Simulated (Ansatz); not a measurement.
# CuO: the cost of one run

Program: Ansatz 0.2.0. Level of theory: DFT PBEsol+U (U_eff = 2 eV on Cu d), plane waves, PAW. These are calculated values, not measurements.

## Step 1: The system as given

It takes space group Cc (No. 9, monoclinic). The conventional cell has a = 4.689 Å, b = 3.427 Å, c = 5.132 Å, α = 90.00°, β = 99.65°, γ = 90.00°. Cu (site symmetry 1) is surrounded by 4 O at 1.91 to 2.02 Å. O (site symmetry 1) is surrounded by 4 Cu at 1.91 to 2.02 Å.

Coordinates:

```xyz
4
Lattice="2.3446 -1.7134 0.0000 2.3446 1.7134 0.0000 -0.8605 0.0000 5.0594" Properties=species:S:1:pos:R:3 pbc="T T T"
Cu    1.1723    0.8457    0.0000
Cu    0.7420   -0.8457    2.5297
O     2.0724   -0.2841    1.2836
O     1.6421    0.2841    3.8133
```

## Step 2: Ferromagnetic start, free, symmetry kept, no search

File input.yaml:

```yaml
crystal:
  lattice:
    - [2.34464976, -1.71339982, 0.0]
    - [2.34464976, 1.71339982, 0.0]
    - [-0.86054991, 0.0, 5.05943948]
  atoms:
    - { symbol: Cu, position: [0.0032, 0.4968, 0.0], spin: 1.0 }
    - { symbol: Cu, position: [0.4968, 0.0032, 0.5], spin: 1.0 }
    - { symbol: O, position: [0.5714, 0.4056, 0.2537] }
    - { symbol: O, position: [0.4056, 0.5714, 0.7537] }
basis:
  ecutwfc: 420
  ecutrho_ratio: 4
kpoints:
  mp_grid: { grid: [7, 7, 4] }
hamiltonian:
  xc: pbesol
  hubbard:
    sites: [{ site: 0, l: d, u_eff: 2.0 }, { site: 1, l: d, u_eff: 2.0 }]
scf:
  occupations: { method: gaussian, width: 0.05 }
  lower_state_search: "off"
  max_iter: 150
output:
  forces: true
  stress: true
  eigenvalues: true
  populations: true
  hubbard: { sites: [{ site: 0, l: d }, { site: 1, l: d }] }
magnetization:
  spin_polarized: true
```

The run is started by

```
$ ansatz run input.yaml --threads 2 --pin off --max-ram 3072MiB --backend cpu --events-out ev --progress --plain --runs-dir out
```

Q: Estimate wall time and peak memory on 2 threads of AMD EPYC 9R45 (Zen 5), shared host.

About 5.9 s, with a peak of 0.48 GiB.
